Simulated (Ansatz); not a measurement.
MgS (started from an entry of an open crystallographic database), relaxed with r2SCAN: the symmetry is Fm-3m (No. 225, cubic); a = 5.203 Å in the conventional setting, 17.61 Å³ an atom. Mg is surrounded by 6 S at 2.60 Å; S is surrounded by 6 Mg at 2.60 Å. One-shot G0W0@PBE in Ansatz on a 4×4×4 mesh (contour deformation, no spin-orbit coupling), from a PBE gap of 2.766 eV over the mesh points (the G0W0 gap is indirect on the mesh); the number N of bands summed and the screening cutoff rise together. The values are computed, spin-unpolarised, and not measurements.

```csv
N,cutoff (eV),1000/N,G0W0 gap (eV)
65,80,15.385,3.992
140,140,7.143,4.135
```

**Lay a straight line in 1000/N through these rows.** The slope is -0.0174 eV per unit of 1000/N and the intercept 4.259 eV.

**Predict the gap at N = 251 (210 eV).** 4.259 + (-0.0174) × 3.984 = 4.190 eV; the run gives 4.226 eV, +0.036 eV from the line.

**With that run's result added, what limit do the last two rows suggest?** Their slope is (4.226 − 4.135)/(3.984 − 7.143) = -0.0288, which meets 1/N = 0 at 4.34 eV, against 4.259 eV from the first line. The slope steepens, so 1/N isn't yet asymptotic and the true limit probably lies higher still; the k mesh isn't extrapolated.
